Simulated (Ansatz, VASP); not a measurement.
# One calculation of RbBr, two programs

The input INCAR:

```
ALGO = Normal
EDIFF = 1E-6
ENCUT = 520
GGA = PE
ISIF = 2
ISMEAR = 0
LASPH = T
LCHARG = F
LREAL = F
LWAVE = F
NBANDS = 15
NELM = 60
PREC = Accurate
SIGMA = 0.05
```

File KPOINTS:

```
k-points
0
Gamma
  6 6 6
```

POSCAR

```
RbBr
1.0
    0.0000000000      3.8474323490      2.7201346708
    3.8474323490      0.0000000000      2.7201346708
    3.8474323490      3.8474323490      0.0000000000
Rb Br
1 1
Direct
    0.0000000000      0.0000000000      0.0000000000
    0.5000000000      0.5000000000      0.5000000000
```

Input for Ansatz:

```yaml
crystal:
  lattice:
    - [0.0, 3.847432349, 2.7201346708]
    - [3.847432349, 0.0, 2.7201346708]
    - [3.847432349, 3.847432349, 0.0]
  atoms:
    - { symbol: Rb, position: [0.0, 0.0, 0.0] }
    - { symbol: Br, position: [0.5, 0.5, 0.5] }
basis:
  ecutwfc: 420
kpoints:
  mp_grid: { grid: [6, 6, 6] }
hamiltonian:
  xc: pbe
scf:
  occupations: { method: gaussian, width: 0.05 }
output:
  forces: true
  stress: true
  eigenvalues: true
```

Alike in both runs: task single point; functional PBE; k mesh 6 × 6 × 6; occupations gaussian, width 0.05 eV; no spin polarisation.

|  | VASP | Ansatz |
| --- | --- | --- |
| version | VASP 6.6.1 | Ansatz 0.2.0 |
| potentials or method | VASP PAW PBE potentials, release 64 (Rb_sv, Br) | scalar-relativistic, plane waves, PAW |
| plane-wave cutoff (eV) | 520 | 420 |
| valence electrons in the cell | 16 | 16 |

|  | VASP | Ansatz | Ansatz less VASP |
| --- | --- | --- | --- |
| gap on the k mesh at the Fermi level (eV) | 2.81 | 2.82 | +0.013 |
| least direct gap on the mesh (eV) | 2.81 | 2.82 | +0.013 |
| pressure (GPa) | 9.3 | 9.2 | -0.12 |
| largest component of the traceless stress (GPa) | 20.05 | 19.82 | -0.232 |

With one functional, cell and mesh, what is left measures potentials, basis and numerics.
